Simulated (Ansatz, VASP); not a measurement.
One calculation of TePb, two programs

Contents of INCAR:

```
ALGO     = Fast           # electronic algorithm
EDIFF    = 1E-7           # SCF threshold, eV
ENCUT    = 520            # plane-wave cutoff, eV
GGA      = PE             # functional
ISIF     = 2              # what is computed and relaxed
ISMEAR   = 0              # smearing method
LASPH    = T              # aspherical terms in the spheres
LCHARG   = T              # write CHGCAR
LELF     = T              # ELF
LREAL    = F              # projectors in reciprocal space
LVHAR    = T            
LWAVE    = F              # write WAVECAR
NBANDS   = 17             # bands
NELM     = 100            # most SCF steps
PREC     = Accurate       # precision mode
SIGMA    = 0.05           # smearing width, eV
```

KPOINTS

```
k-points
0
Gamma
  8 8 8
```

File POSCAR:

```
TePb
1.0
    0.0000000000      3.3883500000      3.3076750000
    3.3883500000      0.0000000000      3.3076750000
    3.3883500000      3.3883500000      0.0000000000
Te Pb
1 1
Direct
    0.5000000000      0.5000000000      0.5000000000
    0.0000000000      0.0000000000      0.0000000000
```

Input for Ansatz:

```yaml
crystal:
  lattice:
    - [0.0, 3.38835, 3.307675]
    - [3.38835, 0.0, 3.307675]
    - [3.38835, 3.38835, 0.0]
  atoms:
    - { symbol: Te, position: [0.5, 0.5, 0.5] }
    - { symbol: Pb, position: [0.0, 0.0, 0.0] }
basis:
  ecutwfc: 420
kpoints:
  mp_grid: { grid: [8, 8, 8] }
hamiltonian:
  xc: pbe
scf:
  occupations: { method: gaussian, width: 0.05 }
output:
  forces: true
  stress: true
  eigenvalues: true
```

Change from the starting cell: strain +0.050 along x and y, +0.025 along z, atoms carried along.

Alike in both runs: task single point; functional PBE; k mesh 8 × 8 × 8; occupations gaussian, width 0.05 eV; no spin polarisation.

|  | VASP | Ansatz |
| --- | --- | --- |
| version | VASP 6.6.1 | Ansatz 0.2.0 |
| potentials or method | VASP PAW PBE potentials, release 64 (Te, Pb_d) | scalar-relativistic, plane waves, PAW |
| plane-wave cutoff (eV) | 520 | 420 |
| valence electrons in the cell | 20 | 30 |

```csv
,VASP,Ansatz,Ansatz less VASP
gap on the k mesh at the Fermi level (eV),0.92,0.91,-0.003
least direct gap on the mesh (eV),0.92,0.91,-0.003
pressure (GPa),-2.3,-2.2,+0.03
largest component of the traceless stress (GPa),1.19,1.19,-0.001
```

The functional is the same, so the differences come from potentials, cutoffs and numerics. The two sets of potentials don't hold the same shells in valence.

Caveats: spin-orbit coupling is left out, which as a rule narrows the gap of such compounds by several tenths of an eV. A k mesh can miss the band edges.
